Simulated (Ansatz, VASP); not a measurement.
# Two plane-wave programs on AlN

The input POSCAR:

```
AlN
1.0
    3.1100000000      0.0000000000      0.0000000000
   -1.5550000000      2.6933390058      0.0000000000
    0.0000000000      0.0000000000      4.9800000000
Al N
2 2
Direct
    0.3333333333      0.6666666667      0.0000000000
    0.6666666667      0.3333333333      0.5000000000
    0.3333333333      0.6666666667      0.3820000000
    0.6666666667      0.3333333333      0.8820000000
```

Contents of INCAR.step1:

```
SYSTEM = AlN
  PREC = Accurate
  ENCUT = 600
  ISMEAR = 0
  SIGMA = 0.01
  LREAL = .FALSE.
  LASPH = .TRUE.
  NELM = 60
  GGA = PE
  ALGO = Normal
  EDIFF = 1E-4
  LWAVE = .TRUE.
  LCHARG = .FALSE.
```

Contents of INCAR.step2:

```
SYSTEM = AlN
  PREC = Accurate
  ENCUT = 600
  EDIFF = 1E-6
  ISMEAR = 0
  SIGMA = 0.01
  LREAL = .FALSE.
  LASPH = .TRUE.
  NELM = 60
  ALGO = Normal
  ISIF = 3
  LWAVE = .FALSE.
  LCHARG = .FALSE.
  METAGGA = R2SCAN
  LMIXTAU = .TRUE.
  IBRION = 2
  NSW = 80
  EDIFFG = -0.001
  ISTART = 1
```

KPOINTS

```
Automatic mesh
0
G
  9 9 6
  0 0 0
```

Input for Ansatz:

```yaml
crystal:
  lattice:
    - [3.11, 0.0, 0.0]
    - [-1.555, 2.6933390058, 0.0]
    - [0.0, 0.0, 4.98]
  atoms:
    - { symbol: Al, position: [0.3333333333, 0.6666666667, 0.0] }
    - { symbol: Al, position: [0.6666666667, 0.3333333333, 0.5] }
    - { symbol: "N", position: [0.3333333333, 0.6666666667, 0.382] }
    - { symbol: "N", position: [0.6666666667, 0.3333333333, 0.882] }
scf:
  occupations: { method: fixed }
output:
  forces: true
  stress: true
  eigenvalues: true
  write_density: true
  write_potential: true
  elf: true
  volumetric_format: npy
hamiltonian:
  xc: r2scan
basis:
  ecutwfc: 520
kpoints:
  mp_grid: { grid: [9, 9, 6] }
relax:
  f_tol: 0.001
  max_steps: 60
  cell: { stress_tol: 0.01, p_target: 0 }
```

Alike in both runs: task relaxation of cell and atoms; functional r2SCAN; k mesh 9 × 9 × 6; no spin polarisation.

|  | VASP | Ansatz |
| --- | --- | --- |
| version | VASP 6.6.1 | Ansatz 0.2.0 |
| potentials or method | VASP PAW PBE potentials, release 64 (Al, N) | scalar-relativistic, plane waves, PAW |
| plane-wave cutoff (eV) | 600 | 520 |
| occupations | gaussian, width 0.01 eV | fixed |
| valence electrons in the cell | 16 | 16 |

|  | VASP | Ansatz | Ansatz less VASP |
| --- | --- | --- | --- |
| gap on the k mesh at the Fermi level, each at its own relaxed structure (eV) | 4.93 | 4.88 | -0.054 |
| relaxed volume (Å³/atom) | 10.39 | 10.40 | +0.016 |
| relaxed cell length with the largest relative difference (Å) | 4.976 | 4.979 | +0.0030 |

Caveats: the PAW data sets were made with another functional, which shifts forces and pressure a little (VASP); an odd mesh through Γ misses points on the zone boundary, where band edges often lie.
